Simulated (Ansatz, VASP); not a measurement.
# Sn23CO48 (C_Sn): VASP beside Ansatz, part 2 of 2

One calculation is typed for both programs; each brings its own data sets. How far apart do they land? The structure shown is the start of the Ansatz relaxation below; VASP solves that cell, so the two are compared at the walk's first step.

VASP 6.6.1 and Ansatz 0.2.0.

So far: The structure; Ansatz: relaxation, r2SCAN.

**3. VASP: single point, r2SCAN, start cell**

Level of this step: r2SCAN; plane waves and PAW (Sn_d, O, C) (VASP).

The same cell, functional and mesh now go to VASP, with its own data sets.

Lines of VASP's logs that name or quote its potential files are left out, and so is its time.

The input, INCAR:

```
SYSTEM = Sn23CO48
PREC = Accurate
ENCUT = 580
EDIFF = 1E-06
NELM = 120
ISMEAR = 0
SIGMA = 0.01
LREAL = Auto
ALGO = Normal
METAGGA = R2SCAN
LASPH = .TRUE.
NBANDS = 360
LORBIT = 11
LWAVE = .FALSE.
LCHARG = .FALSE.
ISIF = 2
ISYM = 0
GGA_COMPAT = .FALSE.
EFERMI = MIDGAP
LMIXTAU = .TRUE.
NCORE = 2
```

The input, POSCAR:

```
Sn23CO48
1.0
    9.5155030731      0.0000000000      0.0000000000
    0.0000000000      9.5155030731      0.0000000000
    0.0000000000      0.0000000000      9.6020443945
Sn O C
23 48 1
Direct
    0.2507240008      0.2543317974      0.1638078242
    0.9983565766      0.9956227222      0.9976238394
    0.2508101759      0.2483024788      0.4951377857
    0.0007300718      0.0050913756      0.3343983706
    0.2532363220      0.2478118058      0.8368156478
    0.0038509787      0.9979328471      0.6637761437
    0.2498235755      0.7455460784      0.1694241282
    0.0012711887      0.5046713729      0.9979756394
    0.2550906643      0.7491445219      0.5009727931
    0.0022417102      0.4998780373      0.3286253292
    0.2508217360      0.7538015536      0.8368347062
    0.0016885077      0.5003169001      0.6715877094
    0.7525324668      0.2532162495      0.1634018690
    0.5015152602      0.9961983093      0.0032660753
    0.7492622245      0.2498252569      0.4948472226
    0.5042984026      0.0017596547      0.3357683913
    0.7484229625      0.2472240282      0.8291974785
    0.5009561726      0.0048629063      0.6649363133
    0.7546333541      0.7496776518      0.1642314840
    0.4963993983      0.4975813642      0.0029391657
    0.7519330239      0.7507077603      0.5047910425
    0.5002103371      0.4981255288      0.3381934999
    0.7453121443      0.7479475279      0.8345149919
    0.0959782150      0.4011260330      0.1619035422
    0.4071442119      0.0938376030      0.1667919804
    0.1526582451      0.1582124443      0.0002062061
    0.3438105137      0.3442520038      0.9969384645
    0.1021134660      0.4036405611      0.4988671999
    0.3998550545      0.0981175659      0.5040513042
    0.1544775919      0.1564766454      0.3369139807
    0.3480129190      0.3521144362      0.3342062240
    0.0939378605      0.4011489430      0.8371375584
    0.4000986570      0.0971907626      0.8289761714
    0.1549471414      0.1573147514      0.6688473554
    0.3437252844      0.3510963082      0.6662791523
    0.0925720893      0.9053424642      0.1652212732
    0.4034132479      0.5973148194      0.1614856104
    0.1579953249      0.6514671849      0.0003250349
    0.3508475563      0.8434446333      0.9995774858
    0.1012195564      0.9061369571      0.5001602578
    0.4010525740      0.5993857557      0.4957522382
    0.1536504154      0.6531133406      0.3384949982
    0.3434406962      0.8438518635      0.3354693925
    0.0954390948      0.8985219104      0.8310548954
    0.4054180815      0.6016518471      0.8338284714
    0.1488160940      0.6509716777      0.6641703306
    0.3422150122      0.8449254798      0.6667939386
    0.5984247975      0.4075880140      0.1687330253
    0.9028782750      0.0952095746      0.1715510710
    0.6532537431      0.1581871172      0.0005662336
    0.8508245899      0.3504036491      0.9986667423
    0.5943983157      0.4040648162      0.4956242446
    0.9044524429      0.1018956110      0.5013034519
    0.6523801161      0.1581106105      0.3342465279
    0.8441428623      0.3501429167      0.3302653966
    0.5994618420      0.4052371136      0.8293009981
    0.9021134179      0.1010604476      0.8301039521
    0.6565936611      0.1557542453      0.6692403967
    0.8421557892      0.3474213580      0.6647573931
    0.5988008155      0.9071567666      0.1692797839
    0.9045421912      0.5959399053      0.1618160608
    0.6517970676      0.6478512962      0.9998721106
    0.8496419935      0.8512895154      0.9983940920
    0.5996737068      0.9070292904      0.4979818676
    0.8980760065      0.5972249661      0.4981177761
    0.6551984642      0.6556768415      0.3372136044
    0.8426063171      0.8485621767      0.3356997601
    0.5982966908      0.9013510830      0.8381247440
    0.8991533011      0.5959254026      0.8367397264
    0.6553739673      0.6485608751      0.6681972855
    0.8499973084      0.8448131369      0.6629733980
    0.5041238454      0.5016527201      0.6694472277
```

The input, KPOINTS:

```
Points of the shifted mesh
1
Reciprocal
 0.2500000000  0.2500000000  0.2500000000 1
```

Potentials, in the order of the species: Sn_d, O and C (PBE family, release 64).

On the command line:

```sh
$ mpirun -np 8 vasp_std
```

Numbers of over 12 decimals in the logs are rounded to 6 here.

The log of the run:

```text
[banner, memory and clock lines left out]
running    8 mpi-ranks, on    1 nodes
[...]
|                                                                             |
|               ----> ADVICE to this user running VASP <----                  |
|                                                                             |
|     You enforced a specific xc type in the INCAR file but a different       |
|     [... a line on the potential file left out ...]
|     I HOPE YOU KNOW WHAT YOU ARE DOING!                                     |
|                                                                             |

 LDA part: xc-table for (None), standard interpolation
 POSCAR, INCAR and KPOINTS ok, starting setup
[...]
entering main loop
       N       E                     dE             d eps       ncg     rms          rms(c)
DAV:   1     0.141208991393E+05    0.14121E+05   -0.24961E+05   720   0.292E+03
DAV:   2     0.257247113398E+04   -0.11548E+05   -0.11087E+05   720   0.930E+02
DAV:   3    -0.750561148655E+03   -0.33230E+04   -0.31564E+04   768   0.374E+02
DAV:   4    -0.118562430984E+04   -0.43506E+03   -0.42366E+03   824   0.144E+02
[...]
DAV:  21    -0.985640039216E+03    0.17110E-05   -0.13535E-06   488   0.416E-03    0.281E-03
DAV:  22    -0.985640042092E+03   -0.28762E-05   -0.11160E-06   440   0.400E-03    0.194E-03
DAV:  23    -0.985640042303E+03   -0.21105E-06   -0.20125E-07   392   0.188E-03
   1 F= -.98564004E+03 E0= -.98564004E+03  d E =0.000000E+00
```

OUTCAR, selected parts (step 3):

```text
 POSITION                                       TOTAL-FORCE (eV/Angst)
 -----------------------------------------------------------------------------------
      2.38577      2.42009      1.57289         0.213997     -0.837484      1.064962
      9.49987      9.47385      9.57923         0.640432      1.911711      0.144878
      2.38658      2.36272      4.75433         0.114082      1.427964      1.879780
      0.00695      0.04845      3.21091        -0.243620     -0.934495      0.161741
      2.40967      2.35805      8.03514        -0.857705      0.880942     -1.804025
      0.03664      9.49583      6.37361        -0.247502      0.818117      0.473374
      2.37720      7.09425      1.62682        -0.185297      0.810848     -0.058000
      0.01210      4.80220      9.58261        -0.079258     -0.834807     -0.158102
      2.42732      7.12849      4.81036        -1.169255     -0.180494      0.941387
      0.02133      4.75659      3.15548        -0.355705     -0.068242      1.711072
      2.38669      7.17280      8.03532         0.116778     -1.104695     -1.684857
      0.01607      4.76077      6.44862        -0.673473     -0.638465     -1.655663
      7.16073      2.40948      1.56899         0.122621      0.145747      0.051907
      4.77217      9.47933      0.03136         0.018995      0.738282     -0.747820
[...]
-----------------------------------------------------------------------------------
    total drift:                                0.007116      0.023898      0.001417

  FREE ENERGIE OF THE ION-ELECTRON SYSTEM (eV)
  ---------------------------------------------------
  free  energy   TOTEN  =      -985.6400423033 eV

  energy  without entropy=     -985.6400423033  energy(sigma->0) =     -985.64004230
```

The run ends at a pressure of 0.13 GPa, with forces up to 2.4 eV/Å.

**4. Comparison**

Known differences besides the potentials themselves: VASP keeps PBE cores, Ansatz makes them for the functional; fixed occupations in Ansatz, narrow Gaussian smearing in VASP; the cutoff is 500 eV in Ansatz and 580 eV in VASP (PREC = Accurate, projectors in real space). Total energies have different zeros and are not compared.

Forces on 8 of the 72 atoms, those with the largest forces and the largest differences (eV/Å; atoms numbered as in POSCAR):

| atom | Ansatz x, y, z | VASP x, y, z |
| --- | --- | --- |
| Sn2 | 0.606, 1.839, 0.162 | 0.640, 1.912, 0.145 |
| Sn3 | 0.104, 1.394, 1.830 | 0.114, 1.428, 1.880 |
| Sn5 | -0.831, 0.841, -1.760 | -0.858, 0.881, -1.804 |
| Sn20 | 0.602, 0.060, -1.894 | 0.609, 0.041, -1.952 |
| O35 | 1.239, 0.983, 0.079 | 1.304, 1.046, 0.079 |
| O52 | 0.059, -0.120, 2.201 | 0.077, -0.142, 2.300 |
| O56 | -1.402, 1.177, -1.095 | -1.425, 1.198, -1.124 |
| O70 | -1.697, -1.285, -0.087 | -1.772, -1.355, -0.100 |

The forces differ by 32 meV/Å r.m.s., which is 4.1 % of the r.m.s. force of 0.779 eV/Å (both taken over all components).

**5. Summary of results**

| Property | Result |
| --- | --- |
| r.m.s. force difference (single point, r2SCAN, start cell) | 4.1 % of the r.m.s. force |

The r.m.s. force difference is 4.1 % of the r.m.s. force (single point, r2SCAN, start cell), beyond the 3 % picked in this series as the mark of a large difference. What causes the difference of the single point, r2SCAN, start cell pair stays open here. 1 further run of this series is not shown here. Such differences can come from data sets, numerical settings and the points named under the comparisons, not from the functional's error against experiment.

[Lines on the potential files, build, host, timing and source positions are cut from VASP's logs without a mark.]

[Logs are printed without paths, hosts, clocks, repeated set-up lines and the standing remarks that a program may print on its own settings, such as how far it seeks lower states.]

[Hosts, paths, dates, database ids (printed as entryN), source tags and the programs' standing remarks are cut or masked in the printed files.]
